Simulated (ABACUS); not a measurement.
# GaN (F-43m) in ABACUS: band structure with LDA

Aim: the band structure of GaN with LDA.

Everything below comes from runs of ABACUS 3.10.1. Logs are shortened: lines on timing, memory, paths and dates and some standing lists are left out, and cuts for length are marked.

**Measured values to compare with.**

From a printed reference work, textbook, for a bulk crystal of GaN at 0 K: band gap 3.299 eV (direct).

The results are compared with them further down.

**1. Starting point**

It takes space group F-43m (No. 216, cubic). The conventional cell has a = 4.507 Å, b = 4.507 Å, c = 4.507 Å, α = 90.00°, β = 90.00°, γ = 90.00°. Around Ga (site symmetry -43m) lie 4 N at 1.95 Å. N (site symmetry -43m) has 4 Ga at 1.95 Å as nearest neighbours.

The cell is a database's computed one.

**2. Band structure, LDA**

The input, INPUT:

```
INPUT_PARAMETERS
suffix              GaN
calculation         nscf
basis_type          pw
pseudo_dir          ./
symmetry            -1
dft_functional      pz
ecutwfc             40.0
pseudo_rcut         10
nspin               1
nbands              22
ks_solver           dav
smearing_method     fd
smearing_sigma      0.00367493
scf_thr             1e-08
scf_nmax            100
mixing_type         broyden
mixing_beta         0.7
ecutrho             320.0
init_chg            file
pw_diag_thr         1e-07
out_band            1
kpar                4
```

The input, STRU:

```
ATOMIC_SPECIES
Ga 69.7230 ga_lda_v1.4.uspp.F.UPF
N 14.0070 n_lda_v1.2.uspp.F.UPF

LATTICE_CONSTANT
1.8897261246

LATTICE_VECTORS
0.0000000000 2.2535006075 2.2535006075
2.2535006075 0.0000000000 2.2535006075
2.2535006075 2.2535006075 0.0000000000

ATOMIC_POSITIONS
Direct

Ga
0.0
1
0.0000000000 0.0000000000 0.0000000000 1 1 1

N
0.0
1
0.2500000000 0.2500000000 0.2500000000 1 1 1
```

The input, KPT:

```
K_POINTS
12
Line
0.00000000 0.00000000 0.00000000 10 // G
0.50000000 0.00000000 0.50000000 10 // X
0.50000000 0.25000000 0.75000000 10 // W
0.37500000 0.37500000 0.75000000 10 // K
0.00000000 0.00000000 0.00000000 10 // G
0.50000000 0.50000000 0.50000000 10 // L
0.62500000 0.25000000 0.62500000 10 // U
0.50000000 0.25000000 0.75000000 10 // W
0.50000000 0.50000000 0.50000000 10 // L
0.37500000 0.37500000 0.75000000 1 // K
0.62500000 0.25000000 0.62500000 10 // U
0.50000000 0.00000000 0.50000000 1 // X
```

Potentials or basis: GBRV ultrasoft 1.5 LDA, plane waves.

Run with:

```sh
$ OMP_NUM_THREADS=1 mpirun -np 4 abacus > log
```

running log:

```text
ABACUS v3.10.1

               Atomic-orbital Based Ab-initio Computation at UStc

 ------------------------------------------------------------------------------------

 READING GENERAL INFORMATION
                           global_out_dir = OUT.GaN/
                           global_in_card = INPUT
                               pseudo_dir = ./
[... 8 lines left out ...]

 READING ATOM TYPE 1
                               atom label = Ga
                      L=0, number of zeta = 1
                      L=1, number of zeta = 1
                      L=2, number of zeta = 1
             number of atom for this type = 1

 READING ATOM TYPE 2
                               atom label = N
                      L=0, number of zeta = 1
                      L=1, number of zeta = 1
                      L=2, number of zeta = 1
             number of atom for this type = 1

                        TOTAL ATOM NUMBER = 2
DIRECT COORDINATES
    atom                   x                   y                   z     mag                  vx                  vy                  vz
taud_Ga1            0.0000000000        0.0000000000        0.0000000000  0.0000        0.0000000000        0.0000000000        0.0000000000
taud_N1            0.2500000000        0.2500000000        0.2500000000  0.0000        0.0000000000        0.0000000000        0.0000000000

                          Volume (Bohr^3) = 154.454
                             Volume (A^3) = 22.8877

 Lattice vectors: (Cartesian coordinate: in unit of a_0)
                   +0             +2.2535             +2.2535
              +2.2535                  +0             +2.2535
              +2.2535             +2.2535                  +0
 Reciprocal vectors: (Cartesian coordinate: in unit of 2 pi/a_0)
            -0.221877           +0.221877           +0.221877
            +0.221877           -0.221877           +0.221877
            +0.221877           +0.221877           -0.221877
 The esolver type has been set to : ksdft_pw

                PAO radial cut off (Bohr) = 10

 Read in pseudopotential file is ga_lda_v1.4.uspp.F.UPF
                     pseudopotential type = US
          exchange-correlation functional = PZ
                 nonlocal core correction = 1
                        valence electrons = 19
                                     lmax = 2
                           number of zeta = 4
[... 7 lines left out ...]
                PAO radial cut off (Bohr) = 10

 Read in pseudopotential file is n_lda_v1.2.uspp.F.UPF
                     pseudopotential type = US
          exchange-correlation functional = PZ
                 nonlocal core correction = 1
                        valence electrons = 5
                                     lmax = 1
                           number of zeta = 2
                     number of projectors = 4
                           L of projector = 0
                           L of projector = 0
                           L of projector = 1
                           L of projector = 1
     initial pseudo atomic orbital number = 16

 SETUP THE ELECTRONS NUMBER
            electron number of element Ga = 19
      total electron number of element Ga = 19
             electron number of element N = 5
       total electron number of element N = 5
            AUTOSET number of electrons:  = 24
                           occupied bands = 12
                                   NBANDS = 22
                                   NLOCAL = 18

%%%%%%%%%%%%%%%%%%%%%%%%%%%%%%%%%%%%%%%%%%%%%%%%%%%%%%%%%%%%%%%%%%%%%%%%%%%%%%%%%%%%%%%%%%%%%%%%%%%%%%%%%%
 Warning: the number of valence electrons in pseudopotential > 3 for Ga: [Ar] 3d10 4s2 4p1
 Pseudopotentials with additional electrons can yield (more) accurate outcomes, but may be less efficient.
 If you're confident that your chosen pseudopotential is appropriate, you can safely ignore this warning.
%%%%%%%%%%%%%%%%%%%%%%%%%%%%%%%%%%%%%%%%%%%%%%%%%%%%%%%%%%%%%%%%%%%%%%%%%%%%%%%%%%%%%%%%%%%%%%%%%%%%%%%%%%

 SETUP THE PLANE WAVE BASIS
 energy cutoff for charge/potential (unit:Ry) = 160
            fft grid for charge/potential = [ 25, 25, 25 ]
                        fft grid division = [ 1, 1, 1 ]
        big fft grid for charge/potential = [ 36, 36, 36 ]
                                     nbxx = 46656
                                     nrxx = 15625

 SETUP PLANE WAVES FOR CHARGE/POTENTIAL
                    number of plane waves = 5209
                         number of sticks = 397

 PARALLEL PW FOR CHARGE/POTENTIAL
     PROC   COLUMNS(POT)             PW
        1            397           5209
 --------------- sum -------------------
        1            397           5209
                            number of |g| = 100
                                  max |g| = 14.375
                                  min |g| = 0

 energy cutoff for dense charge/potential (unit:Ry) = 320
      fft grid for dense charge/potential = [ 36, 36, 36 ]
                                     nrxx = 46656

 SETUP PLANE WAVES FOR dense CHARGE/POTENTIAL
                    number of plane waves = 15009
                         number of sticks = 805

 PARALLEL PW FOR dense CHARGE/POTENTIAL
     PROC   COLUMNS(POT)             PW
        1            805          15009
 --------------- sum -------------------
        1            805          15009
                            number of |g| = 198
                                  max |g| = 28.8977
                                  min |g| = 0

----------- Double Check Mixing Parameters Begin ------------
mixing_type: broyden
mixing_beta: 0.7
mixing_gg0: 1
mixing_gg0_min: 0.1
mixing_ndim: 8
----------- Double Check Mixing Parameters End ------------

 SETUP K-POINTS
                                    nspin = 1
                                   nkstot = 102
K-POINTS DIRECT COORDINATES
 KPOINTS    DIRECT_X    DIRECT_Y    DIRECT_Z  WEIGHT
       1  0.00000000  0.00000000  0.00000000  1.0000
       2  0.05000000  0.00000000  0.05000000  1.0000
       3  0.10000000  0.00000000  0.10000000  1.0000
       4  0.15000000  0.00000000  0.15000000  1.0000
       5  0.20000000  0.00000000  0.20000000  1.0000
       6  0.25000000  0.00000000  0.25000000  1.0000
[... 22 lines left out ...]
      29  0.40000000  0.35000000  0.75000000  1.0000
      30  0.38750000  0.36250000  0.75000000  1.0000
[... 72 further k points ...]

           k-point number in this process = 26
       minimum distributed K point number = 25

[... K-POINTS CARTESIAN COORDINATES: 26 rows ...]

[... K-POINTS DIRECT COORDINATES: 26 rows ...]

 SETUP PLANE WAVES FOR WAVE FUNCTIONS
     energy cutoff for wavefunc (unit:Ry) = 40
              fft grid for wave functions = [ 25, 25, 25 ]
                    number of plane waves = 941
                         number of sticks = 121

 PARALLEL PW FOR WAVE FUNCTIONS
     PROC   COLUMNS(POT)             PW
        1            121            941
 --------------- sum -------------------
        1            121            941

 SETUP NONLOCAL PSEUDOPOTENTIALS IN PLANE WAVE BASIS
 Ga non-local projectors:
 projector 1 L=0
 projector 2 L=0
 projector 3 L=1
 projector 4 L=1
 projector 5 L=2
 projector 6 L=2
 N non-local projectors:
 projector 1 L=0
 projector 2 L=0
 projector 3 L=1
 projector 4 L=1
      TOTAL NUMBER OF NONLOCAL PROJECTORS = 26

 Init Non-Local PseudoPotential table :
 Init Non-Local-Pseudopotential done.

                                     npwx = 684

 Make real space PAO into reciprocal space.
       max mesh points in Pseudopotential = 693
     dq(describe PAO in reciprocal space) = 0.01
                                    max q = 763

 number of pseudo atomic orbitals for Ga is 4
WARNING: norm of atomic wavefunction # 4 of atomic type Ga is 0.999973, renormalized

 number of pseudo atomic orbitals for N is 2
WARNING: norm of atomic wavefunction # 2 of atomic type N is 0.999999, renormalized

 -------------------------------------------
 NONSELF-CONSISTENT
 -------------------------------------------
                                 init_chg = file
 try to read charge from file
 Read in the charge density: OUT.GaN//GaN-CHARGE-DENSITY.restart

 PW ALGORITHM --------------- ION=   1  ELEC=   1--------------------------------
 k(1/102) Iter steps (avg)=9 threshold=1e-07
 k(2/102) Iter steps (avg)=9 threshold=1e-07
 k(3/102) Iter steps (avg)=9 threshold=1e-07
 k(4/102) Iter steps (avg)=8 threshold=1e-07
 k(5/102) Iter steps (avg)=9 threshold=1e-07
 k(6/102) Iter steps (avg)=9 threshold=1e-07
 k(7/102) Iter steps (avg)=9 threshold=1e-07
 k(8/102) Iter steps (avg)=13 threshold=1e-07
 k(9/102) Iter steps (avg)=16 threshold=1e-07
 k(10/102) Iter steps (avg)=10 threshold=1e-07
[... 6 lines left out ...]
 k(17/102) Iter steps (avg)=11 threshold=1e-07
 k(18/102) Iter steps (avg)=12 threshold=1e-07
 k(19/102) Iter steps (avg)=13 threshold=1e-07
 k(20/102) Iter steps (avg)=13 threshold=1e-07
 k(21/102) Iter steps (avg)=13 threshold=1e-07
 k(22/102) Iter steps (avg)=12 threshold=1e-07
 k(23/102) Iter steps (avg)=13 threshold=1e-07
 k(24/102) Iter steps (avg)=11 threshold=1e-07
 k(25/102) Iter steps (avg)=12 threshold=1e-07
 k(26/102) Iter steps (avg)=11 threshold=1e-07
[... levels at 26 k points of this process ...]

 Density error is 0.00000000000
                          Error Threshold = 1.00000000000e-07
----------------------------------------------------------
     Energy           Rydberg                 eV
----------------------------------------------------------
 E_KohnSham     -435.2388320129      -5921.7281062403
 E_KS(sigma->0) -435.2388320127      -5921.7281062382
 E_Harris       -435.2388320129      -5921.7281062403
 E_band         -35.4458480305       -482.2655036574
 E_one_elec     -337.3195925008      -4589.4685050489
 E_Hartree      180.9635179355       2462.1349740483
 E_xc           -53.2017594540       -723.8470722004
 E_Ewald        -225.6809979933      -3070.5475030351
 E_entropy(-TS) -0.0000000003        -0.0000000043
 E_descf        0.0000000000         0.0000000000
 E_exx          0.0000000000         0.0000000000
 E_Fermi        0.8361653441         11.3766131503
----------------------------------------------------------

 charge density convergence is achieved
 final etot is -5921.7281062 eV
 EFERMI = 11.376613150 eV

 STATE ENERGY(eV) AND OCCUPATIONS    NSPIN == 1
 1/26 kpoint (Cartesian) = 0.0000 0.0000 0.0000 (645 pws)
       1       -81.8460      0.0196078
       2       -81.8460      0.0196078
       3       -81.8460      0.0196078
       4       -5.34130      0.0196078
       5       -3.03287      0.0196078
       6       -3.03287      0.0196078
[... 14 lines left out ...]
      21        30.1341        0.00000
      22        30.1341        0.00000

 2/26 kpoint (Cartesian) = 0.0000 0.022188 0.0000 (641 pws)
       1       -81.8460      0.0196078
       2       -81.8460      0.0196078
       3       -81.8458      0.0196078
       4       -5.30255      0.0196078
       5       -3.02625      0.0196078
       6       -3.02625      0.0196078
[... 14 lines left out ...]
      21        30.1939        0.00000
      22        31.1544        0.00000

 3/26 kpoint (Cartesian) = 0.0000 0.044375 0.0000 (657 pws)
       1       -81.8464      0.0196078
       2       -81.8464      0.0196078
       3       -81.8464      0.0196078
       4       -5.19136      0.0196078
       5       -3.00695      0.0196078
       6       -3.00695      0.0196078
[... 14 lines left out ...]
      21        30.3731        0.00000
      22        31.8011        0.00000

 4/26 kpoint (Cartesian) = 0.0000 0.066563 0.0000 (665 pws)
       1       -81.8468      0.0196078
       2       -81.8466      0.0196078
       3       -81.8466      0.0196078
       4       -5.02376      0.0196078
       5       -2.97614      0.0196078
       6       -2.97614      0.0196078
[... 14 lines left out ...]
      21        30.6723        0.00000
      22        32.2659        0.00000

 5/26 kpoint (Cartesian) = 0.0000 0.088751 0.0000 (653 pws)
       1       -81.8467      0.0196078
       2       -81.8464      0.0196078
       3       -81.8464      0.0196078
       4       -4.82799      0.0196078
       5       -2.93600      0.0196078
       6       -2.93600      0.0196078
[... 14 lines left out ...]
      21        31.9205        0.00000
      22        32.9902        0.00000

 6/26 kpoint (Cartesian) = 0.0000 0.11094 0.0000 (649 pws)
       1       -81.8468      0.0196078
       2       -81.8465      0.0196078
       3       -81.8465      0.0196078
       4       -4.64092      0.0196078
       5       -2.88982      0.0196078
       6       -2.88982      0.0196078
[... 14 lines left out ...]
      21        33.1914        0.00000
      22        34.5468        0.00000

[... levels at 20 further k points ...]

 --------------------------------------------
 !FINAL_ETOT_IS -5921.728106240308 eV
 --------------------------------------------

 Output bands in file: OUT.GaN/BANDS_1.dat
```

Run time: 1.2 s. Hardware: 4 MPI ranks of AMD EPYC 9R45 (Zen 5), shared host; peak memory 0.44 GiB.

What came out:

```
Band gap along the path : 1.74 eV, direct
```

Levels at the corners of the path, in eV from the Fermi level:
```
point  band 10  band 11  band 12  band 13  band 14  band 15
    Γ    -0.89    -0.89    -0.89     0.85     9.22     9.22
    X    -7.12    -3.63    -3.63     2.37     5.57    10.60
    W    -6.69    -4.63    -4.59     5.22     7.32     9.26
    K    -6.86    -5.20    -3.09     3.99     6.80     9.98
    Γ    -0.89    -0.89    -0.89     0.85     9.22     9.22
    L    -8.02    -1.88    -1.88     3.63     7.70     9.31
    U    -6.86    -5.20    -3.09     3.99     6.80     9.98
    W    -6.69    -4.63    -4.59     5.22     7.32     9.26
    L    -8.02    -1.88    -1.88     3.63     7.70     9.31
    K    -6.86    -5.20    -3.09     3.99     6.80     9.98
    U    -6.86    -5.20    -3.09     3.99     6.80     9.98
    X    -7.12    -3.63    -3.63     2.37     5.57    10.60
```

Caveat: the density is read from an earlier self-consistent run, whose mesh may be coarse.

**3. How close it comes**

Step 2. Measured gap of GaN: 3.299 eV (direct; 0 K; a printed reference work, textbook). This calculation gives 1.74 eV (-1.56 eV). Spin-orbit coupling on Ga is left out. The value is that of LDA, without temperature or zero-point motion. Semilocal functionals fall short of measured gaps as a rule. The cell is a database's relaxed one, not the measured one, which moves gaps too.
